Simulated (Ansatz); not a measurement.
# The 5-layer graphene (ABC) between two gates, part 2 of 2

Wanted: Fermi level and gate voltage of the 5-layer graphene (ABC) as it is charged.

Ansatz 0.2.0; plane-wave DFT, PBE-D3(BJ), Ansatz PAW.

So far. Step 9 (Gated layer, added electrons 2×10¹³ per cm²): Against the uncharged case this takes +0.92 V.

## 10. Gated layer, added electrons 6×10¹³ per cm²

input.yaml

```yaml
crystal:
  lattice:
    - [2.4650827791, 0.0, 0.0]
    - [-1.2325413895, 2.1348243091, 0.0]
    - [0.0, 0.0, 56.9112811629]
  atoms:
    - { symbol: C, position: [0.6666666667, 0.3333333333, 0.3813045769] }
    - { symbol: C, position: [0.3333333333, 0.6666666667, 0.3812952293] }
    - { symbol: C, position: [0.0, 0.0, 0.4407929617] }
    - { symbol: C, position: [0.6666666667, 0.3333333333, 0.440773432] }
    - { symbol: C, position: [0.3333333333, 0.6666666667, 0.50001007] }
    - { symbol: C, position: [0.0, 0.0, 0.49998993] }
    - { symbol: C, position: [0.6666666667, 0.3333333333, 0.559226568] }
    - { symbol: C, position: [0.3333333333, 0.6666666667, 0.5592070383] }
    - { symbol: C, position: [0.0, 0.0, 0.6187047707] }
    - { symbol: C, position: [0.6666666667, 0.3333333333, 0.6186954231] }
  periodic: [true, true, false]
  symmetry: { detect: true }
total_charge: -0.031576
kpoints:
  mp_grid: { grid: [84, 84, 1] }
  band_path:
    path: [[0, 0, 0], [0.5, 0, 0], [0.33333333, 0.33333333, 0], [0, 0, 0]]
    npoints: 16
hamiltonian:
  xc: pbe
  dispersion: d3bj
scf:
  occupations: { method: fermi_dirac, width: 0.05 }
  convergence: { dr2_threshold: 1.0e-10 }
output:
  forces: true
  eigenvalues: true
  dos: { projected: true, e_range: [-3, 3], de: 0.01 }
  write_potential: true
  write_density: true
  volumetric_format: npy
  elf: true
external_charges:
  - { charge: 0, barrier: 10, axis: 3, height: 38.711, sigma: 0.25 }
  - { charge: 0.015788, axis: 3, height: 40.211, sigma: 0.5 }
  - { charge: 0, barrier: 10, axis: 3, height: 18.2, sigma: 0.25 }
  - { charge: 0.015788, axis: 3, height: 16.7, sigma: 0.5 }
```

On the command line:

```console
ansatz run input.yaml --threads 8 --pin off --max-ram 12288MiB --backend cpu --events-out ev --progress --plain --runs-dir out
```

Wall time 2.3 min (8 threads of Intel Xeon Platinum 8259CL at 2.50GHz (Skylake/Cascade Lake), shared host); peak memory 4.2 GiB; 18 min of CPU time.

The density of states has structure finer than the step of the table below, so its rows give means over 0.2 eV, whole bins alone (the curve runs from -3 to 1.99 eV). Peaks (eV: height): -2.94: 2.58, -2.77: 2.56, -2.34: 2.33, 1.09: 2.67, 1.17: 2.76, 1.41: 2.68, 1.60: 2.55.

The density of states by energy, zero at the Fermi level; means over each step:

energy (eV), density of states (states/eV a cell) and a bar:
```
     -2.8       2.24 ##############################
     -2.6       2.14 #############################
     -2.4       1.98 ##########################
     -2.2       1.57 #####################
     -2.0       1.23 ################
     -1.8       1.00 #############
     -1.6       0.82 ###########
     -1.4       0.67 #########
     -1.2       0.53 #######
     -1.0       0.41 #####
     -0.8       0.29 ###
     -0.6       0.16 ##
     -0.4       0.09 #
     -0.2       0.04 
      0.0       0.19 ##
      0.2       0.31 ####
      0.4       0.45 ######
      0.6       0.63 ########
      0.8       0.87 ###########
      1.0       1.51 ####################
      1.2       2.23 ##############################
      1.4       2.22 ##############################
      1.6       2.23 ##############################
      1.8       2.04 ###########################
```

Against the uncharged case this takes +2.56 V.

## 11. The series together

This step: plane-wave DFT, PBE-D3(BJ), Ansatz PAW; charging by gates (Ansatz 0.2.0).

The potential behind each gate is read from every run and counted from the uncharged case.

Voltage on the gate against the layer's Fermi level, from the uncharged case, mean of the two gates. The gate voltage by added electrons:

| added electrons (10¹³ per cm²) | gate voltage (V) |
| --- | --- |
| -11.00 | -4.54 |
| -7.00 | -2.97 |
| -4.00 | -1.76 |
| -2.00 | -0.908 |
| -1.00 | -0.452 |
| 0.00 | 0 |
| 2.00 | 0.921 |
| 6.00 | 2.56 |

Charge step over voltage step between neighbouring densities. The total capacitance by added electrons:

| added electrons (10¹³ per cm²) | total capacitance (µF/cm²) |
| --- | --- |
| -9.00 | 4.08 |
| -5.50 | 3.98 |
| -3.00 | 3.75 |
| -1.50 | 3.51 |
| -0.50 | 3.54 |
| 1.00 | 3.48 |
| 4.00 | 3.90 |

By hand: 10¹³ electrons per cm² are 0.001 e/Å², which by Gauss's law end a field of 0.181 V/Å. At 11×10¹³ holes per cm², shared by two gates, the field towards a gate is 0.995 V/Å, which over the 5 Å from the outer atoms would drop 4.98 V; the run needs 4.54 V.

## 12. Varying the input

This step: plane-wave DFT, PBE-D3(BJ), Ansatz PAW (Ansatz 0.2.0).

An input spoilt on purpose, to show how the run answers: it repeats the earlier run at -1 × 10¹³ added electrons per cm² with basis.ecutwfc to 40 Ry/bohr, and scf.max_iter set to 75.

Changes to input.yaml since step 10:

```diff
@@ -18,3 +18,3 @@
   symmetry: { detect: true }
-total_charge: -0.031576
+total_charge: 0.005262
 kpoints:
@@ -30,2 +30,3 @@
   convergence: { dr2_threshold: 1.0e-10 }
+  max_iter: 75
 output:
@@ -33,3 +34,2 @@
   eigenvalues: true
-  dos: { projected: true, e_range: [-3, 3], de: 0.01 }
   write_potential: true
@@ -37,7 +37,8 @@
   volumetric_format: npy
-  elf: true
 external_charges:
   - { charge: 0, barrier: 10, axis: 3, height: 38.711, sigma: 0.25 }
-  - { charge: 0.015788, axis: 3, height: 40.211, sigma: 0.5 }
+  - { charge: -0.002631, axis: 3, height: 40.211, sigma: 0.5 }
   - { charge: 0, barrier: 10, axis: 3, height: 18.2, sigma: 0.25 }
-  - { charge: 0.015788, axis: 3, height: 16.7, sigma: 0.5 }
+  - { charge: -0.002631, axis: 3, height: 16.7, sigma: 0.5 }
+basis:
+  ecutwfc: "40 Ry/bohr"
```

Elapsed: 0.03 s, on 8 threads; peak memory 0.033 GiB.

The program refused the input before any cycle.

The program's message: “Error: YAML parse error: error: line 44 column 12: unknown unit factor `Ry/bohr`”

The fault put into the input: a cutoff in the wrong unit.

## 13. The same run with other settings: basis.ecutwfc = "29.4 Ry"

Another changed input: it repeats the earlier run at -1 × 10¹³ added electrons per cm² with basis.ecutwfc to 29.4 Ry.

Changes to input.yaml since step 12:

```diff
@@ -30,3 +30,2 @@
   convergence: { dr2_threshold: 1.0e-10 }
-  max_iter: 75
 output:
@@ -43,2 +42,2 @@
 basis:
-  ecutwfc: "40 Ry/bohr"
+  ecutwfc: "29.4 Ry"
```

Elapsed: 2.3 min, on 8 threads; peak memory 3.8 GiB.

This step gave:

```
energy at zero smearing                                                             : -2510.6747 eV
potential beyond the upper barrier and gate, less the barrier, from the Fermi level : 4.711 eV
```

The electronic bands at the labelled points (eV, zero at the Fermi level):

| point | band 17 | band 18 | band 19 | band 20 | band 21 | band 22 | band 23 | band 24 |
| --- | --- | --- | --- | --- | --- | --- | --- | --- |
| Γ | -2.94 | -2.94 | -2.94 | -2.94 | 4.18 | 4.41 | 5.24 | 6.47 |
| halfway | -5.01 | -5.00 | -4.96 | -4.96 | 6.05 | 6.29 | 6.89 | 7.08 |
| M | -2.51 | -2.34 | -2.16 | -2.03 | 1.43 | 1.64 | 1.84 | 1.98 |
| halfway | -1.91 | -1.75 | -1.57 | -1.43 | 1.35 | 1.49 | 1.60 | 1.64 |
| K | -0.30 | -0.26 | -0.25 | 0.09 | 0.09 | 0.35 | 0.35 | 0.38 |
| halfway | -5.69 | -5.27 | -4.84 | -4.50 | 6.21 | 6.32 | 6.44 | 6.55 |
| Γ | -2.94 | -2.94 | -2.94 | -2.94 | 4.18 | 4.41 | 5.24 | 6.47 |

| quantity | this run | earlier run | difference |
| --- | --- | --- | --- |
| potential beyond the upper barrier and gate, less the barrier, from the Fermi level (eV) | 4.711 | 4.711 | -1.8e-5 |

Nothing in the table moves by 0.01 in its unit.

## 14. Summary of results

| Item | Value |
| --- | --- |
| gap with uncharged gates | none |
| gate voltage at 11×10¹³ holes per cm² | -4.54 V |
| gate voltage at 6×10¹³ electrons per cm² | +2.56 V |
| total capacitance near 9×10¹³ holes per cm² | 4.08 µF/cm² |

What this shows: Putting 11×10¹³ holes per cm² on the layer takes -4.54 V on the gates; how far the Fermi level moves against the bands is taken for single layers without spin and with an even electron count alone. Plates 5 Å apart on both sides would give 3.54 µF/cm² in vacuum; the computed total runs from 3.5 to 4.08 µF/cm². A value over that of the plates means that the screening charge has its centre outside the outer atoms; a low density of states works the other way. Few carriers sample few k-points, so the slopes at the lowest densities depend on the mesh and on the temperature. The gates are charged sheets behind model barriers, not atoms.

[Logs are printed without paths, hosts, clocks, repeated set-up lines and the standing remarks that a program may print on its own settings, such as how far it seeks lower states.]

[Hosts, paths, dates, database ids (printed as entryN), source tags and the programs' standing remarks are cut or masked in the printed files.]

[Maps of the electrostatic potential energy from Ansatz leave out the sawtooth potential of an applied field or a dipole correction, so their vacuum need not be flat; planar profiles and work functions include it.]
